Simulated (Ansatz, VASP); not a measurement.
**Two plane-wave programs on TiC**

The input INCAR:

```
ALGO = Normal ; EDIFF = 1E-8
ENCUT = 520 ; GGA = PE
ISIF = 2 ; ISMEAR = -1
LASPH = T ; LCHARG = F
LEFG = T ; LREAL = F
LWAVE = F ; NBANDS = 15
NELM = 100 ; PREC = Accurate
SIGMA = 0.03
```

File KPOINTS:

```
k-points
0
Gamma
  14 14 14
```

File POSCAR:

```
TiC
1.0
    0.0000000000      2.1843535002      2.1843535002
    2.1843535002      0.0000000000      2.1843535002
    2.1843535002      2.1843535002      0.0000000000
Ti C
1 1
Direct
    0.0000000000      0.0000000000      0.0000000000
    0.5000000000      0.5000000000      0.5000000000
```

Input for Ansatz:

```yaml
crystal:
  lattice:
    - [0.0, 2.1843535002, 2.1843535002]
    - [2.1843535002, 0.0, 2.1843535002]
    - [2.1843535002, 2.1843535002, 0.0]
  atoms:
    - { symbol: Ti, position: [0.0, 0.0, 0.0] }
    - { symbol: C, position: [0.5, 0.5, 0.5] }
kpoints:
  mp_grid: { grid: [14, 14, 14] }
scf:
  occupations: { method: fermi_dirac, width: 0.03 }
hamiltonian:
  xc: pbe
  pseudopotentials: { kind: paw }
output:
  forces: true
  stress: true
  eigenvalues: true
  efg: { contact_densities: true }
```

Change from the starting cell: volume scaled by 1.025, PAW files.

Alike in both runs: task electric field gradients; functional PBE; k mesh 14 × 14 × 14; occupations fermi-dirac, width 0.03 eV; no spin polarisation.

|  | VASP | Ansatz |
| --- | --- | --- |
| version | VASP 6.6.1 | Ansatz 0.2.0 |
| potentials or method | VASP PAW PBE potentials, release 64 (Ti_sv, C) | PAW with Ansatz's default frozen-core files, scalar-relativistic |
| plane-wave cutoff (eV) | 520 | 420 |
| valence electrons in the cell | 16 | 16 |

Ansatz gave:

| Item | Value |
| --- | --- |
| pressure (GPa) | -5.9 |
| Vzz of the field gradient on the site that differs most (V/Å²) | 0.0 |

Problem. What did VASP give for the same quantities?

Solution. Pressure (GPa): -5.6; Vzz of the field gradient on the site that differs most (V/Å²): 0.0.
